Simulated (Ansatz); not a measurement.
## BN: comparing deformations

The calculation used DFT r2SCAN, scalar-relativistic, plane waves, PAW (Ansatz). The runs took a 500 eV cutoff, a Γ-centred 12×12×6 mesh and Gaussian smearing (0.05 eV). No spin polarisation. Energies are free energies at this smearing, counted from the undisturbed cell; pressure is positive in compression.

The starting cell (relaxed at this level; this wurtzite form isn't the usual structure):

```
B N
1.0
     2.54397    0.00000    0.00000
    -1.27198    2.20314    0.00000
     0.00000    0.00000    4.20774
B N
2 2
Direct
  0.66667 0.33333 0.99980
  0.33333 0.66667 0.49980
  0.66667 0.33333 0.62520
  0.33333 0.66667 0.12520
```

The cell is strained by ε times a Voigt pattern (xx, yy, zz, yz, xz, xy; engineering shear) with fractional coordinates fixed. τ = (1/V0) dE/dε comes from the stress tensor. Of each scan, only the three points used here are listed.

| pattern | ε | τ (GPa) |
| --- | --- | --- |
| (0, 0, 0, 0, 1, 0) | -0.0150 | -5.29 |
| (0, 0, 0, 0, 1, 0) | 0.0000 | 0.00 |
| (0, 0, 0, 0, 1, 0) | 0.0075 | 2.64 |
| (1, 1, 0, 0, 0, 0) | -0.0150 | -35.36 |
| (1, 1, 0, 0, 0, 0) | 0.0000 | 0.00 |
| (1, 1, 0, 0, 0, 0) | 0.0150 | 31.47 |

Problem. Which constants do the scans give, and which deformation costs least for the same size of strain tensor?

Solution. The slope dτ/dε at zero (parabola through three points) is pᵀCp: (0, 0, 0, 0, 1, 0) gives C55 = 352 GPa; (1, 1, 0, 0, 0, 0) gives C11 + C22 + 2 C12 = 2228 GPa. The size of the strain tensor, ε:ε, is ε² times 0.5, 2.0. Per unit of it the stiffnesses are 705, 1114 GPa, so (0, 0, 0, 0, 1, 0) is the softest of these: at ε:ε = (1 %)² the quadratic term costs 1.30 meV/atom against 2.05 for the stiffest. These are clamped-ion values.

Forces appear on the atoms along this scan, and letting them relax would lower the energy and soften the response.

Cost: 18 runs of about 2.7 core-minutes in all, on Arm Neoverse V2 (shared hosts).